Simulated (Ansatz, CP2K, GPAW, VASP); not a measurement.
## Zn: programs and potentials compared

```
Zn
1.0
     2.67000    0.00000    0.00000
    -1.33500    2.31229    0.00000
     0.00000    0.00000    4.96600
Zn
2
Direct
  0.66667 0.33333 0.75000
  0.33333 0.66667 0.25000
```

Alike in all runs: task single point; functional PBE; k mesh 11 × 11 × 6; occupations gaussian, width 0.05 eV; no spin polarisation; no spin-orbit coupling. Pressure is positive in compression and, in plane waves, holds the error of the finite cutoff.

```
                                       program and potentials  plane-wave cutoff (eV)         notes  pressure (GPa)
               Ansatz, all-electron LAPW, scalar-relativistic                       -             -           -0.66
                   VASP, PBE PAW files Zn, release 54, 520 eV                     520             -           -0.13
CP2K, POTENTIAL_UZH Zn GTH-PBE-q12; TZVP-MOLOPT-PBE-GTH basis                       -  atomic basis           -0.26
                   GPAW, GPAW PAW data sets (gpaw-data 1.2.1)                     600             -           -0.96
```

The pressure spans -0.96 (GPAW, GPAW PAW data sets (gpaw-data 1.2.1)) to -0.13 GPa (VASP, PBE PAW files Zn, release 54, 520 eV), with all-electron results at -0.66. Rows in atomic bases carry the error of their basis and grid, which can be large.

The functional is the same throughout but for its coding, so the spread measures potentials, basis and numerics; runs on potential files found faulty are left out.
